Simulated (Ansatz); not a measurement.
# Al (P-1) in Ansatz: reference runs

How does Al come out in PBE? The cell is run as given.

All numbers are computed with Ansatz 0.2.0; they aren't measurements. Logs are shortened: lines on timing, memory, paths and dates and some standing lists are left out, and cuts for length are marked.

## (1) The cell of the first run

The typed cell holds 1 atom: a = 2.839 Å, b = 2.840 Å, c = 2.869 Å, α = 60.19°, β = 62.21°, γ = 59.49°.

## (2) Single point, PBE (cell sheared at random, sigma 0.03, atoms nudged by 0.01 Å)

Contents of input.yaml:

```yaml
crystal:
  lattice:
    - [-0.02045521, 1.97065405, 2.04383284]
    - [2.00265691, 0.00996627, 2.01341136]
    - [2.05929448, 1.99687013, -0.04667129]
  atoms:
    - { symbol: Al, position: [0.0, 0.0, 0.0] }
hamiltonian:
  xc: pbe
  pseudopotentials: { kind: paw }
kpoints:
  mp_grid: { grid: [11, 11, 11] }
scf:
  occupations: { method: fermi_dirac, width: 0.05 }
output:
  forces: true
  stress: true
  eigenvalues: true
```

Potentials or basis: Ansatz PAW.

Launch:

```sh
$ ansatz run input.yaml --threads 2 --pin off --max-ram 5632MiB --backend cpu --events-out ev --progress --plain --runs-dir out
```

What it wrote:

```text
Warning: RAYON_NUM_THREADS=2 ignored (pool sized by the plan → 2); use --threads N
Engine: ansatz 0.2.0, aarch64-unknown-linux-gnu
Pseudopotentials: kind: paw
Pseudopotential: Al, paw, valence charge 3, recommended cutoff 420 eV (normal), Al.paw.azcp
Functional definition: PBE
  parameter kappa = 0.804
  parameter beta = 0.06672455060314922
  exchange = pbe_x(kappa = kappa, mu = beta*pi^2/3)
  correlation = pbe_c(beta = beta)
Crystal: 1 atoms, lattice volume = 16.569 Å³
Basis set: ecut = 420 eV, 327 PW (Γ), exchange–correlation on 40×40×40 points (8 copies of the dense FFT grid, shifted against one another)
Bands: 6, of which v1, the nominal top of the filled ones, is band 2 counted from 1 (1 counted from 0)
Symmetry: 2 space group operations
Space group: P-1 (ITA 2), of the structure as read, at distance tolerance 2.5e-5 Å
k-points: 666 of 1331
Non-local potential: Al, projectors of the file, l = 0: 2, l = 1: 2, l = 2: 1
PAW form: soft (Blöchl's): semilocal exchange-correlation on the pseudo side does not see the compensation charge
PAW one-centre angular grid: Al, 110 points (default); XC on 64 Gauss nodes
Initial density: superposition of atomic densities (neutral atoms: chi_scale 0, normalization atom), corrected by the library's trained network
Initial wavefunctions: pseudopotential atomic-orbital guess
Functional: x = pbe(κ = 0.804, μ = 0.2195149727645171), c = pbe(β = 0.06672455060314922)
SCF iter   1: F=—  HF=-537.507306 eV  |F-HF|=—  |Δ(HF+E_count)|=         —  Δρ=6.04e-4  dr2=3.96e-5  ethr=1.77e-3  ⟨swp⟩=4.7  Hψ=34989  notcnv=0
preconditioner: auto → none  [metal: Δε(μ)=0.001 eV  Ē_g=13.166 eV  σ=0.050 eV  W_gap=0.01  n_scr=0 (ndim 8)  ℏωp=15.8 eV  f_vac=0.000  D(μ)=0.35/eV (n_scr^D=0)]
SCF iter   2: F=—  HF=-537.507340 eV  |F-HF|=—  |Δ(HF+E_count)|=   3.45e-5  Δρ=2.93e-4  dr2=8.42e-6  ethr=1.32e-6  ⟨swp⟩=1.9  Hψ=10004  notcnv=0  defer=4
iter 3 did not close the SCF: its close was put off for the readings that it lacked (scf_convergence_deferred on its scf_iter line)
SCF iter   3: F=-537.507348 eV  HF=-537.507348 eV  |F-HF|=1.27e-8  |Δ(HF+E_count)|=   7.96e-6  Δρ=1.62e-5  dr2=2.96e-8  ethr=2.81e-7  ⟨swp⟩=1.0  Hψ=3783  notcnv=0  defer=4
iter 4 did not close the SCF: its close was put off for the readings that it lacked (scf_convergence_deferred on its scf_iter line)
SCF iter   4: F=-537.507348 eV  HF=-537.507348 eV  |F-HF|=9.06e-10  |Δ(HF+E_count)|=   9.45e-9  Δρ=3.91e-6  dr2=1.61e-9  ethr=9.87e-10  ⟨swp⟩=1.4  Hψ=4121  notcnv=0  defer=4
iter 5 did not close the SCF: its close was put off for the readings that it lacked (scf_convergence_deferred on its scf_iter line)
SCF iter   5: F=-537.507348 eV  HF=-537.507348 eV  |F-HF|=4.55e-13  |Δ(HF+E_count)|=  9.78e-10  Δρ=2.12e-7  dr2=5.29e-12  ethr=5.37e-11  ⟨swp⟩=1.0  Hψ=3796  notcnv=0  defer=4
SCF iter   6: F=-537.507348 eV  HF=-537.507348 eV  |F-HF|=2.27e-13  |Δ(HF+E_count)|=  5.68e-13  Δρ=1.28e-8  dr2=1.52e-14  ethr=1.00e-12  ⟨swp⟩=1.7  Hψ=12068  notcnv=0
SCF 1 converged in 6 iterations: F = -537.507348 eV  dr2 = 1.52e-14
SCF converged after 6 iterations
Free energy (F): -537.507348 eV
Harris-Foulkes:  -537.507348 eV  (|F-HF|=2.27e-13)
Internal energy: -537.504433 eV  (E = F + TS)
E sigma→0 (E₀):  -537.505891 eV
Entropy (-TS):   -0.002915 eV (-2.915 meV/atom)
Fermi energy:    7.966268 eV
--- Per-component energies (eV) ---
  E_band       = 10.460376
  E_kinetic    = 22.698389
  E_local      = 9.799977  (includes V_loc(G=0)·N_el)
  E_nonlocal   = 10.331676
  E_hartree    = 0.106203
  E_xc         = -39.707626
  E_vxc        = -28.924059  (∫ρ·V_xc dr)
  E_paw        = -467.333813  (= ΣΔE_a)
  E_vpaw       = -3.658010  (= ΣTr[D̂ρ^β])
  E_aug_tail   = -0.000002  (compensation charges beyond the density's cutoff)
  E_ewald      = -73.399236
  E_smearing   = -0.002915  (= −TS)
  E_closure    = 0.000000  (closes the sum)
  Σ components = -537.507348   (vs F -537.507348, Δ=0.00e0)
--- Forces (eV/Å), atoms counted from 1 ---
  atom   1  Al     0.00000000     0.00000000     0.00000000
  max |Σ_I F_I| component: 0.00e0 eV/Å
--- Stress (GPa, compression-positive) ---
       -0.152520      -1.245586       1.300980
       -1.245586       0.449105       0.686005
        1.300980       0.686005      -0.616616
  P = ⅓ Tr σ = -0.1067 GPa (-1.067 kbar)
--- Band table (eV; the first three rows and the last of 666) ---
  k-point 0: bands = ["-3.1985", "19.6454", "20.6472", "20.9330", "21.1318", "21.9773"]
  k-point 1: bands = ["-2.9839", "16.7823", "20.0387", "20.3365", "22.5949", "22.8554"]
  k-point 2: bands = ["-2.3417", "13.2597", "19.4110", "19.6379", "22.6781", "23.4105"]
  k-point 665: bands = ["3.2242", "3.9368", "16.2224", "17.7934", "19.5243", "21.3609"]
```

It took 2.4 s on 2 threads of Arm Neoverse V1, shared host; peak memory 0.35 GiB.

Results:

| Property | Result |
| --- | --- |
| Free energy | -537.5073 eV |
| Pressure | -0.1 GPa |
| Band gap on the k mesh | none (metal or under the smearing width) |

Levels at points of the mesh, in eV from the Fermi level:
| k point | band 1 | band 2 | band 3 | band 4 | band 5 |
| --- | --- | --- | --- | --- | --- |
| (0.00, 0.00, 0.00) | -11.16 | 11.68 | 12.68 | 12.97 | 13.17 |
